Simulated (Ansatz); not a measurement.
# C: what SCF settings change, part 2 of 2

Aim: run C with the default SCF settings, then change one group of settings at a time and see what moves: the number of iterations, the state or the numbers. The cell (2 atoms) is C in the measured crystal structure (space group Fd-3m). Source: COD entry 9012293; the sample's temperature and pressure aren't taken into account.

Ansatz 0.2.0; DFT PBE, PAW, plane waves, scalar-relativistic. Earlier steps stand in the parts before.

### Step 7. Cold smearing, width 0.05 eV

Contents of input.yaml:

```yaml
crystal:
  lattice:
    - [0.0, 1.78345, 1.78345]
    - [1.78345, 0.0, 1.78345]
    - [1.78345, 1.78345, 0.0]
  atoms:
    - { symbol: C, position: [0.5, 0.5, 0.5] }
    - { symbol: C, position: [0.75, 0.75, 0.75] }
hamiltonian:
  xc: pbe
  pseudopotentials: { kind: paw }
basis:
  ecutwfc: 420
kpoints:
  mp_grid: { grid: [14, 14, 14] }
scf:
  occupations: { method: cold, width: 0.05 }
  lower_state_search: "off"
  max_iter: 80
output:
  forces: true
  stress: true
```

Launch:

```sh
ansatz run input.yaml --threads 2 --pin off --max-ram 5120MiB --backend cpu --events-out ev --progress --plain --runs-dir out
```

Log:

```text
[... 20 lines as in an earlier run ...]
SCF iter   1: F=—  HF=-501.615357 eV  |F-HF|=—  |Δ(HF+E_count)|=         —  Δρ=1.76e-3  dr2=9.11e-5  ethr=1.77e-3  ⟨swp⟩=4.7  Hψ=5371  notcnv=0
preconditioner: auto → none  [insulator: Δε(μ)=4.145 eV  Ē_g=19.630 eV  σ=0.050 eV  W_gap=1.00  n_scr=0 (ndim 8)  ℏωp=31.2 eV  f_vac=0.000  D(μ)=0.00/eV (n_scr^D=0)  ε∞_Penn≈3.5]
SCF iter   2: F=—  HF=-501.615468 eV  |F-HF|=—  |Δ(HF+E_count)|=   1.11e-4  S|Δr|=    0.00e0  Δρ=9.06e-4  dr2=2.54e-5  ethr=1.14e-6  ⟨swp⟩=2.0  Hψ=2040  notcnv=0
SCF iter   3: F=—  HF=-501.615520 eV  |F-HF|=—  |Δ(HF+E_count)|=   5.22e-5  S|Δr|=    0.00e0  Δρ=1.42e-4  dr2=1.49e-6  ethr=3.18e-7  ⟨swp⟩=2.1  Hψ=1232  notcnv=0
SCF iter   4: F=—  HF=-501.615520 eV  |F-HF|=—  |Δ(HF+E_count)|=   4.93e-7  S|Δr|=    0.00e0  Δρ=6.42e-5  dr2=2.69e-7  ethr=1.86e-8  ⟨swp⟩=1.1  Hψ=861  notcnv=0
SCF iter   5: F=-501.615520 eV  HF=-501.615520 eV  |F-HF|=1.43e-10  |Δ(HF+E_count)|=   3.93e-8  S|Δr|=    0.00e0  Δρ=4.94e-6  dr2=1.19e-9  ethr=1.25e-9  ⟨swp⟩=4.0  Hψ=2492  notcnv=0
SCF 1 converged in 5 iterations: F = -501.615520 eV  dr2 = 1.19e-9
SCF converged after 5 iterations
Stability not checked: this state was not tested for a lower state beside it, because cold or Methfessel-Paxton smearing, or corrected tetrahedra, fill the levels in a way that the test cannot read (fill_not_monotonic; see scf.lower_state_search)
Free energy (F): -501.615520 eV
Harris-Foulkes:  -501.615520 eV  (|F-HF|=1.43e-10)
Internal energy: -501.615520 eV  (E = F + TS)
E sigma→0 (E₀):  -501.615520 eV
Fermi energy:    15.417626 eV
Step filling:    the computed levels leave a gap of 4.1365 eV = 82.7 smearing widths at the electron count; against every level under it full and every level over it empty, smearing changes F+E_penalty+E_count by +0.00e0 meV and its σ→0 estimate by +0.00e0 meV
--- Per-component energies (eV) ---
  E_band       = 34.693524
  E_kinetic    = 184.526479
  E_local      = -122.409907  (includes V_loc(G=0)·N_el)
  E_nonlocal   = 53.315045
  E_hartree    = 26.770374
  E_xc         = -97.429017
  E_vxc        = -120.953971  (∫ρ·V_xc dr)
  E_paw        = -198.442756  (= ΣΔE_a)
  E_vpaw       = -13.324631  (= ΣTr[D̂ρ^β])
  E_aug_tail   = 0.000018  (compensation charges beyond the density's cutoff)
  E_ewald      = -347.945755
  E_smearing   = -0.000000  (= −TS)
  E_closure    = -0.000000  (closes the sum)
  Σ components = -501.615520   (vs F -501.615520, Δ=0.00e0)
--- Forces (eV/Å), atoms counted from 1 ---
  atom   1  C     -0.00000000    -0.00000000     0.00000000
  atom   2  C     -0.00000000    -0.00000000     0.00000000
  max |Σ_I F_I| component: 1.30e-16 eV/Å
--- Stress (GPa, compression-positive) ---
        1.718552      -0.000000       0.000000
        0.000000       1.718552      -0.000000
        0.000000      -0.000000       1.718552
  P = ⅓ Tr σ = 1.7186 GPa (17.186 kbar)
```

Wall time 0.36 s (2 threads of Arm Neoverse V2, shared host); peak memory 0.24 GiB.

Compared with step 2: free energy unchanged, zero-width estimate unchanged; 5 iterations in place of 6.

### Step 8. Cutoff 700 eV

Edit input.yaml of step 7 so:

```diff
@@ -12,3 +12,3 @@
 basis:
-  ecutwfc: 420
+  ecutwfc: 700
 kpoints:
@@ -16,5 +16,4 @@
 scf:
-  occupations: { method: cold, width: 0.05 }
+  occupations: { method: fermi_dirac, width: 0.1 }
   lower_state_search: "off"
-  max_iter: 80
 output:
```

Launch:

```sh
ansatz run input.yaml --threads 2 --pin off --max-ram 5120MiB --backend cpu --events-out ev --progress --plain --runs-dir out
```

Log:

```text
[... 9 lines as in an earlier run ...]
Basis set: ecut = 700 eV, 531 PW (Γ), exchange–correlation on 48×48×48 points (8 copies of the dense FFT grid, shifted against one another)
[... 10 lines as in an earlier run ...]
SCF iter   1: F=—  HF=-501.623039 eV  |F-HF|=—  |Δ(HF+E_count)|=         —  Δρ=1.83e-3  dr2=1.06e-4  ethr=1.77e-3  ⟨swp⟩=4.6  Hψ=5384  notcnv=0
preconditioner: auto → none  [insulator: Δε(μ)=4.148 eV  Ē_g=19.627 eV  σ=0.100 eV  W_gap=1.00  n_scr=0 (ndim 8)  ℏωp=31.2 eV  f_vac=0.000  D(μ)=0.00/eV (n_scr^D=0)  ε∞_Penn≈3.5]
SCF iter   2: F=—  HF=-501.623226 eV  |F-HF|=—  |Δ(HF+E_count)|=   1.86e-4  Δρ=9.14e-4  dr2=2.63e-5  ethr=1.33e-6  ⟨swp⟩=2.0  Hψ=2054  notcnv=0
SCF iter   3: F=—  HF=-501.623275 eV  |F-HF|=—  |Δ(HF+E_count)|=   4.91e-5  Δρ=1.36e-4  dr2=1.20e-6  ethr=3.28e-7  ⟨swp⟩=2.0  Hψ=1248  notcnv=0
SCF iter   4: F=—  HF=-501.623274 eV  |F-HF|=—  |Δ(HF+E_count)|=   3.99e-7  Δρ=5.87e-5  dr2=1.77e-7  ethr=1.50e-8  ⟨swp⟩=1.9  Hψ=1086  notcnv=0
iter 5 did not close the SCF: its close was put off for the readings that it lacked (scf_convergence_deferred on its scf_iter line)
SCF iter   5: F=-501.623274 eV  HF=-501.623274 eV  |F-HF|=4.00e-10  |Δ(HF+E_count)|=   7.97e-8  Δρ=2.48e-6  dr2=2.24e-10  ethr=2.21e-9  ⟨swp⟩=2.2  Hψ=1230  notcnv=0
SCF iter   6: F=-501.623274 eV  HF=-501.623274 eV  |F-HF|=2.33e-12  |Δ(HF+E_count)|=  4.16e-10  Δρ=7.22e-7  dr2=2.18e-11  ethr=2.80e-12  ⟨swp⟩=1.0  Hψ=2431  notcnv=0
SCF 1 converged in 6 iterations: F = -501.623274 eV  dr2 = 2.18e-11
SCF converged after 6 iterations
Free energy (F): -501.623274 eV
Harris-Foulkes:  -501.623274 eV  (|F-HF|=2.33e-12)
Internal energy: -501.623274 eV  (E = F + TS)
E sigma→0 (E₀):  -501.623274 eV
Fermi energy:    15.352267 eV
--- Per-component energies (eV) ---
  E_band       = 34.693522
  E_kinetic    = 184.467011
  E_local      = -122.449817  (includes V_loc(G=0)·N_el)
  E_nonlocal   = 53.409814
  E_hartree    = 26.775305
  E_xc         = -97.410334
  E_vxc        = -120.929425  (∫ρ·V_xc dr)
  E_paw        = -198.469501  (= ΣΔE_a)
  E_vpaw       = -13.354640  (= ΣTr[D̂ρ^β])
  E_aug_tail   = 0.000002  (compensation charges beyond the density's cutoff)
  E_ewald      = -347.945755
  E_smearing   = -0.000000  (= −TS)
  E_closure    = 0.000000  (closes the sum)
  Σ components = -501.623274   (vs F -501.623274, Δ=0.00e0)
--- Forces (eV/Å), atoms counted from 1 ---
  atom   1  C      0.00000000     0.00000000    -0.00000000
  atom   2  C      0.00000000    -0.00000000     0.00000000
  max |Σ_I F_I| component: 7.40e-17 eV/Å
--- Stress (GPa, compression-positive) ---
        1.695255       0.000000      -0.000000
        0.000000       1.695255      -0.000000
       -0.000000       0.000000       1.695255
  P = ⅓ Tr σ = 1.6953 GPa (16.953 kbar)
```

It took 0.59 s on 2 threads of Arm Neoverse V2, shared host; peak memory 0.27 GiB.

6 iterations, as in the default run; free energy shifted by -3.9 meV/atom.

### Step 9. Linear mixing, β 0.7, no preconditioner

Edit input.yaml of step 8 so:

```diff
@@ -12,3 +12,3 @@
 basis:
-  ecutwfc: 700
+  ecutwfc: 420
 kpoints:
@@ -18,2 +18,5 @@
   lower_state_search: "off"
+  algorithm: density_mixing
+  max_iter: 80
+  mixing: { algorithm: anderson, ndim: 1, beta: 0.7, preconditioner: none }
 output:
```

Launch:

```sh
ansatz run input.yaml --threads 2 --pin off --max-ram 5120MiB --backend cpu --events-out ev --progress --plain --runs-dir out
```

Log:

```text
[... 20 lines as in an earlier run ...]
SCF iter   1: F=—  HF=-501.615357 eV  |F-HF|=—  |Δ(HF+E_count)|=         —  Δρ=1.76e-3  dr2=9.11e-5  ethr=1.77e-3  ⟨swp⟩=4.6  Hψ=5355  notcnv=0
SCF iter   2: F=—  HF=-501.615498 eV  |F-HF|=—  |Δ(HF+E_count)|=   1.41e-4  Δρ=5.32e-4  dr2=6.55e-6  ethr=1.14e-6  ⟨swp⟩=2.0  Hψ=2057  notcnv=0
SCF iter   3: F=—  HF=-501.615517 eV  |F-HF|=—  |Δ(HF+E_count)|=   1.95e-5  Δρ=1.63e-4  dr2=4.40e-7  ethr=8.18e-8  ⟨swp⟩=2.5  Hψ=1219  notcnv=0
SCF iter   4: F=-501.615520 eV  HF=-501.615519 eV  |F-HF|=2.57e-7  |Δ(HF+E_count)|=   2.20e-6  Δρ=5.36e-5  dr2=4.94e-8  ethr=1.25e-9  ⟨swp⟩=4.0  Hψ=2472  notcnv=0
SCF 1 converged in 4 iterations: F = -501.615520 eV  dr2 = 4.94e-8
SCF converged after 4 iterations
[... 1 line as in an earlier run ...]
Free energy (F): -501.615520 eV
Harris-Foulkes:  -501.615519 eV  (|F-HF|=2.57e-7)
Internal energy: -501.615520 eV  (E = F + TS)
E sigma→0 (E₀):  -501.615520 eV
Fermi energy:    15.354227 eV
[... 24 lines left out: energy terms, forces, stress ...]
```

Wall time 0.34 s (2 threads of Arm Neoverse V2, shared host); peak memory 0.24 GiB.

4 iterations against 6; the same free energy.

### Step 10. Broyden, β 0.5, preconditioner Kerker

Edit input.yaml of step 9 so:

```diff
@@ -20,3 +20,3 @@
   max_iter: 80
-  mixing: { algorithm: anderson, ndim: 1, beta: 0.7, preconditioner: none }
+  mixing: { algorithm: broyden, beta: 0.5, preconditioner: kerker }
 output:
```

Launch:

```sh
ansatz run input.yaml --threads 2 --pin off --max-ram 5120MiB --backend cpu --events-out ev --progress --plain --runs-dir out
```

Log:

```text
[... 20 lines as in an earlier run ...]
SCF iter   1: F=—  HF=-501.615357 eV  |F-HF|=—  |Δ(HF+E_count)|=         —  Δρ=1.76e-3  dr2=9.11e-5  ethr=1.77e-3  ⟨swp⟩=4.6  Hψ=5355  notcnv=0
SCF iter   2: F=—  HF=-501.615466 eV  |F-HF|=—  |Δ(HF+E_count)|=   1.08e-4  Δρ=1.04e-3  dr2=4.02e-5  ethr=1.14e-6  ⟨swp⟩=2.1  Hψ=2040  notcnv=0  κ⁻¹=1.0e0(r=1)
SCF iter   3: F=—  HF=-501.615517 eV  |F-HF|=—  |Δ(HF+E_count)|=   5.11e-5  Δρ=1.73e-4  dr2=5.97e-7  ethr=5.02e-7  ⟨swp⟩=2.2  Hψ=1223  notcnv=0  κ⁻¹=3.4e-2(r=2)
SCF iter   4: F=-501.615520 eV  HF=-501.615519 eV  |F-HF|=1.97e-7  |Δ(HF+E_count)|=   2.61e-6  Δρ=4.57e-5  dr2=6.42e-8  ethr=1.25e-9  ⟨swp⟩=4.0  Hψ=2496  notcnv=0
SCF 1 converged in 4 iterations: F = -501.615520 eV  dr2 = 6.42e-8
SCF converged after 4 iterations
[... 1 line as in an earlier run ...]
Free energy (F): -501.615520 eV
Harris-Foulkes:  -501.615519 eV  (|F-HF|=1.97e-7)
Internal energy: -501.615520 eV  (E = F + TS)
E sigma→0 (E₀):  -501.615520 eV
Fermi energy:    15.353975 eV
[... 24 lines left out: energy terms, forces, stress ...]
```

Wall time 0.34 s (2 threads of Arm Neoverse V2, shared host); peak memory 0.24 GiB.

Compared with step 2: the same free energy; 4 iterations in place of 6.

### Step 11. Comparison

| step | settings | iterations | time | against the default run |
| --- | --- | --- | --- | --- |
| 2 | default SCF settings | 6 | 0.99 s | reference |
| 3 | linear mixing, β 0.2, no preconditioner | 16 | 0.53 s | the same free energy |
| 4 | Fermi–Dirac width 0.0005 eV, no switch to direct minimisation | 6 | 0.43 s | free energy unchanged, zero-width estimate unchanged |
| 5 | k-point mesh 7x7x7 | 6 | 0.68 s | free energy shifted by +1.3 meV/atom |
| 6 | Fermi–Dirac width 0.003 eV, no switch to direct minimisation | 6 | 0.4 s | free energy unchanged, zero-width estimate unchanged |
| 7 | cold smearing, width 0.05 eV | 5 | 0.36 s | free energy unchanged, zero-width estimate unchanged |
| 8 | cutoff 700 eV | 6 | 0.59 s | free energy shifted by -3.9 meV/atom |
| 9 | linear mixing, β 0.7, no preconditioner | 4 | 0.34 s | the same free energy |
| 10 | Broyden, β 0.5, preconditioner Kerker | 4 | 0.34 s | the same free energy |

Decimal logarithm of the largest residual (eV) by iteration, counted through all cycles of a run (8 of the 9 runs):

| iteration | step 2 | step 3 | step 4 | step 5 | step 6 | step 7 | step 8 | step 9 |
| --- | --- | --- | --- | --- | --- | --- | --- | --- |
| 1 | -4.0 | -4.0 | -4.0 | -4.0 | -4.0 | -4.0 | -4.0 | -4.0 |
| 2 | -4.6 | -4.2 | -4.6 | -4.5 | -4.6 | -4.6 | -4.6 | -5.2 |
| 3 | -5.8 | -4.4 | -5.8 | -5.8 | -5.8 | -5.8 | -5.9 | -6.4 |
| 4 | -6.6 | -4.7 | -6.6 | -6.6 | -6.6 | -6.6 | -6.8 | -7.3 |
| 5 | -8.9 | -4.9 | -9.0 | -9.4 | -9.0 | -8.9 | -9.6 | - |
| 6 | -10.9 | -5.1 | -10.9 | -11.6 | -10.9 | - | -10.7 | - |
| 8 | - | -5.5 | - | - | - | - | - | - |
| 9 | - | -5.8 | - | - | - | - | - | - |
| 11 | - | -6.2 | - | - | - | - | - | - |
| 12 | - | -6.4 | - | - | - | - | - | - |
| 13 | - | -6.6 | - | - | - | - | - | - |
| 15 | - | -7.0 | - | - | - | - | - | - |
| 16 | - | -7.2 | - | - | - | - | - | - |

### Step 12. Outcome

This closing draws on all 2 parts.

| quantity | value |
| --- | --- |
| default run | 6 iterations, with a gap of 4.14 eV on the k-mesh |
| fewest iterations to that state among the runs shown | 4 (linear mixing, β 0.7, no preconditioner) |
| most iterations to it | 16 (linear mixing, β 0.2, no preconditioner) |
| runs that end in another state, among changes of path alone | 0 |
| largest shift of the free energy by occupations, cutoff, mesh or field | -3.9 meV/atom (cutoff 700 eV) |

**Reading.** 4 runs solve the same problem and reach the default's state, in 4 to 16 iterations: there the settings change the path, not the answer. Occupations, cutoff, mesh and fields change the problem that is solved, not just the path; the largest shift here is that of “cutoff 700 eV”. Other settings tried on this cell gave no result: key ecut in place of ecutwfc (input refused). Counts include iterations that the program adds to test a close, so a difference of one or two ranks nothing. The starting density is a sum of atomic densities corrected by a trained network, so it is already close to self-consistency.

These are semilocal Kohn-Sham gaps, which aren't the measured quantity. Such gaps usually fall short of the measured ones.
